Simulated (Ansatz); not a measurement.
Runs of Ansatz 0.2.0 on SiNi. The structure is orthorhombic, space group Pnma (No. 62). Conventional cell: a = 5.173 Å, b = 3.338 Å, c = 5.605 Å, α = 90.00°, β = 90.00°, γ = 90.00°. Ni (site symmetry m) is surrounded by 6 Si at 2.28 to 2.40 Å. Si (site symmetry m) has 6 Ni at 2.28 to 2.40 Å as nearest neighbours. 

| spin | fixed moment (μB) | pressure (GPa) | moment (μB) | largest force (eV/Å) |
| --- | --- | --- | --- | --- |
| collinear, ferromagnetic start | 8.0 | (a) | 8.00 | 0.52 |
| collinear, ferromagnetic start | 2.0 | -2.4 | 2.00 | 0.17 |
| collinear, ferromagnetic start | 1.0 | -3.8 | 1.00 | 0.06 |
| collinear, ferromagnetic start | 3.0 | -0.5 | 3.00 | 0.25 |
| collinear, program default start | 0.0 | (b) | 0.00 | 0.07 |

Alike in all rows: task single point; level PBEsol; potentials or basis Ansatz PAW; cell as given; k mesh 5 × 7 × 4; cutoff (eV) 420; smearing fermi-dirac 0.05 eV.

Estimate the missing entries.

(a) 16.8; (b) -4.4.

Caveats: the total moment is fixed, so each spin has its own Fermi level; the PAW data sets come from PBE, with cores solved anew for the run's functional, which leaves a small shift of forces and pressure; the thresholds are loose for stress.
